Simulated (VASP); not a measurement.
Write the native input for VASP 6.6.1 that does the following.

* Task: optical spectrum
* Functional: PBE
* Potentials or basis: VASP PAW PBE potentials, release 64 (Hf_pv, N)
* Cutoff: 520 eV
* k mesh: 28 × 28 × 28
* Occupations: fermi-dirac, width 0.05 eV
* Spin: no spin polarisation
* Further INCAR settings: ALGO = Normal; EDIFF = 1e-07; NBANDS = 40

The structure of HfN lies in POSCAR:

```
HfN
1.0
    0.0000000000      2.2625000000      2.2625000000
    2.2625000000      0.0000000000      2.2625000000
    2.2625000000      2.2625000000      0.0000000000
Hf N
1 1
Direct
    0.0000000000      0.0000000000      0.0000000000
    0.5000000000      0.5000000000      0.5000000000
```

The cell was built by a generator and isn't the measured one.

The input as run:

INCAR

```
SYSTEM = HfN
ALGO = Normal
CSHIFT = 0.05
EDIFF = 1E-7
ENCUT = 520
GGA = PE
ISIF = 2
ISMEAR = -1
LASPH = .TRUE.
LCHARG = .FALSE.
LOPTICS = .TRUE.
LREAL = .FALSE.
LWAVE = .FALSE.
NBANDS = 40
NEDOS = 2000
NELM = 80
PREC = Accurate
SIGMA = 0.05
```

KPOINTS

```
k-points
0
G
  28 28 28
  0 0 0
```

Potentials or basis: VASP PAW PBE potentials, release 64 (Hf_pv, N).

Command:

```sh
$ cat potpaw_PBE.64/Hf_pv/POTCAR potpaw_PBE.64/N/POTCAR > POTCAR
$ mpirun -np 1 vasp_std > vasp.out
```

It gave:

```json
{
 "Pressure": "1.7 GPa",
 "Band gap on the k mesh": "none (metal or under the smearing width)"
}
```

Caveat: independent-particle spectra lack excitons; the intraband (Drude) part of a metal's response may be missing.

It took 3.7 min on 1 thread of Intel(R) Xeon(R) Platinum 8488C (Sapphire Rapids), on a shared host, peak memory 0.84 GiB.
